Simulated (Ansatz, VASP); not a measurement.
Ba: VASP beside Ansatz

File INCAR:

```
PREC = Accurate ; ENCUT = 520
EDIFF = 1E-6 ; ISMEAR = -1
SIGMA = 0.05 ; LREAL = False
LASPH = True ; NELM = 80
ALGO = Normal ; ISIF = 2
LWAVE = False ; LCHARG = False
GGA = PE ; NBANDS = 11
```

Contents of KPOINTS:

```
Automatic mesh
0
Gamma
  7 7 7
```

POSCAR

```
Ba
1.0
    0.0000000000      3.2752049470      3.2752049470
    3.2752049470      0.0000000000      3.2752049470
    3.2752049470      3.2752049470      0.0000000000
Ba
1
Direct
    0.0000000000      0.0000000000      0.0000000000
```

File input.yaml:

```yaml
crystal:
  lattice:
    - [0.0, 3.275204947, 3.275204947]
    - [3.275204947, 0.0, 3.275204947]
    - [3.275204947, 3.275204947, 0.0]
  atoms:
    - { symbol: Ba, position: [0.0, 0.0, 0.0] }
kpoints:
  mp_grid: { grid: [7, 7, 7] }
scf:
  occupations: { method: fermi_dirac, width: 0.05 }
hamiltonian:
  xc: pbe
  pseudopotentials: { kind: all_electron, lapw: { basis_error: 0.0005 } }
output:
  forces: true
  stress: true
  eigenvalues: true
```

Change from the starting cell: volume scaled by 1.04.

Alike in both runs: task single point; functional PBE; k mesh 7 × 7 × 7; occupations fermi-dirac, width 0.05 eV; no spin polarisation.

```csv
,VASP,Ansatz
version,VASP 6.6.1,Ansatz 0.2.0
potentials or method,"VASP PAW PBE potentials, release 64 (Ba_sv)","all-electron LAPW, scalar-relativistic"
plane-wave cutoff (eV),520,see its input
```

```tsv
	VASP	Ansatz	Ansatz less VASP
gap on the k mesh at the Fermi level (eV)	none	none	-
pressure (GPa)	-0.6	-0.6	-0.03
```

A gap of «none» marks a metal or a gap that the smearing closes. Ansatz ran all-electron here, so the differences hold the error of VASP's frozen core and of both bases.

The runs have no spin-orbit coupling, so splittings on Ba are missing.
